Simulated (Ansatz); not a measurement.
Crystal: CsH.

```
Cs H
1.0
     3.81841    0.00000    0.00000
     0.00000    3.81841    0.00000
     0.00000    0.00000    3.81841
Cs H
1 1
Direct
  0.00000 0.00000 0.00000
  0.50000 0.50000 0.50000
```

The cell comes from a database or a generator and needn't be the stable form of this composition.

```yaml
Program: Ansatz 0.2.0
Task: relaxation of cell and atoms
Functional: LDA
Potentials_or_basis: all-electron LAPW, scalar-relativistic
Basis_error_allowed: 0.001 eV/atom
k_mesh: 5 × 5 × 5
Occupations: fermi-dirac, width 0.05 eV
Spin: no spin polarisation
```

At the start: volume 27.84 Å³/atom.

Task: Where does the relaxation end?

Result: Over 5 steps the energy falls by 26.1 meV/atom and the volume is 24.07 Å³/atom (-13.5 %); space group Pm-3m (No. 221, to 0.05 Å).

The path:
| step | energy change (eV) | largest force (eV/Å) | volume (Å³) |
| --- | --- | --- | --- |
| 1 | 0.0000 | 0.0000 | 55.67 |
| 2 | -0.0388 | 0.0000 | 51.71 |
| 3 | -0.0505 | 0.0000 | 47.04 |
| 4 | -0.0522 | 0.0000 | 48.14 |
| 5 | -0.0522 | 0.0000 | 48.14 |

Final structure:
```
CELL_PARAMETERS angstrom
3.63776 0.00000 0.00000
0.00000 3.63776 0.00000
0.00000 0.00000 3.63776
ATOMIC_POSITIONS crystal
Cs 0.00000 0.00000 0.00000
H 0.50000 0.50000 0.50000
```
